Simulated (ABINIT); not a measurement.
Runs of ABINIT 10.8.3 (patched build) on ZnS. The structure is cubic, space group F-43m (No. 216). The conventional cell has a = 5.404 Å, b = 5.404 Å, c = 5.404 Å, α = 90.00°, β = 90.00°, γ = 90.00°. Zn (site symmetry -43m) has 4 S at 2.34 Å as nearest neighbours. Around S (site symmetry -43m) lie 4 Zn at 2.34 Å. 

```tsv
potentials or basis	cutoff (eV)	fine-grid cutoff	V0 of scaled cells (Å³/atom)	B0 (GPa)
SPMS NC PBE v1.0	816	-	(a)	70
PseudoDojo NC SR PBE v0.5 standard	1143	-	20.16	70
PseudoDojo NC SR PBE v0.5 stringent	1143	-	20.16	70
JTH PAW PBE v2.0	599	1197.3 eV	20.15	70
SG15 NC PBE v1.2	952	-	20.20	70
```

Alike in all rows: task equation of state; level PBE; no spin polarisation; cell as given; k mesh 9 × 9 × 9; smearing fermi-dirac 0.05 eV.

Question: Estimate the missing entries.

Answer: (a) 20.22.

Caveats: pressures at fixed basis lie under the slope of the energies.
